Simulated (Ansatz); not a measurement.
# Al (omega type): how the settings move a relaxation

Question: which choices in the input matter for Al (omega type)?

Program: Ansatz 0.2.0. Level of theory: reference: DFT, PBE, PAW with Ansatz's default frozen-core files, scalar-relativistic. These are calculated values, not measurements.

## 1. Starting point

It takes space group P6/mmm (No. 191, hexagonal). The conventional cell has a = 4.516 Å, b = 4.516 Å, c = 2.800 Å, α = 90.00°, β = 90.00°, γ = 120.00°. Al (site symmetry 6/mmm) has 14 Al at 2.80 to 2.96 Å as nearest neighbours. Around Al (site symmetry -6m2) lie 11 Al at 2.61 to 2.96 Å.

Structure file:

```cif
data_structure
_symmetry_space_group_name_H-M 'P 1'
_symmetry_Int_Tables_number 1
_cell_length_a 4.5160
_cell_length_b 4.5160
_cell_length_c 2.7999
_cell_angle_alpha 90.000
_cell_angle_beta 90.000
_cell_angle_gamma 120.000
_cell_volume 49.45
loop_
_atom_site_label
_atom_site_type_symbol
_atom_site_fract_x
_atom_site_fract_y
_atom_site_fract_z
_atom_site_occupancy
Al1 Al 0.00000 0.00000 0.00000 1
Al2 Al 0.33333 0.66667 0.50000 1
Al3 Al 0.66667 0.33333 0.50000 1
```

## 2. Reference

Contents of input.yaml:

```yaml
crystal:
  lattice:
    - [4.5159990975, 0.0, 0.0]
    - [-2.2579995487, 3.9109699419, 0.0]
    - [0.0, 0.0, 2.7999194404]
  atoms:
    - { symbol: Al, position: [0.0, 0.0, 0.0] }
    - { symbol: Al, position: [0.3333333333, 0.6666666667, 0.5] }
    - { symbol: Al, position: [0.6666666667, 0.3333333333, 0.5] }
kpoints:
  mp_grid: { grid: [8, 8, 11] }
scf:
  occupations: { method: fermi_dirac, width: 0.08 }
hamiltonian:
  xc: pbe
  pseudopotentials: { kind: paw }
output:
  forces: true
  stress: true
relax:
  f_tol: 0.005
  max_steps: 40
  cell: {}
```

Run with:

```
> ansatz run input.yaml --threads 1 --pin off --max-ram 3072MiB --backend cpu --events-out ev --progress --plain --runs-dir out
```

## 3. Changing settings: ecutwfc 450 eV

Edit input.yaml of step 2 so:

```diff
@@ -19,2 +19,6 @@
   stress: true
+  write_density: true
+  write_potential: true
+  elf: true
+  volumetric_format: npy
 relax:
@@ -23 +27,3 @@
   cell: {}
+basis:
+  ecutwfc: "450 eV"
```

What does the calculation give? Wanted: for each run, ending; energy change; pressure; gap; force.

The runs gave:

| run | ending | energy change | pressure (GPa) | gap (eV) | force (eV/Å) | cycles | time |
| --- | --- | --- | --- | --- | --- | --- | --- |
| reference | converged | 0 | 0.0 | 0.00 | 0.00 | 30 | 10 s |
| 1: ecutwfc 450 eV | converged | -0.3 meV/atom | 0.0 | 0.00 | 0.00 | 22 | 8.5 s |

Times don't compare one to one where runs were asked for different outputs or read a saved state (see the inputs); cycles may leave out searches for a lower state.

What this shows: Changing the cutoff hardly moves the energy: -0.3 meV/atom.
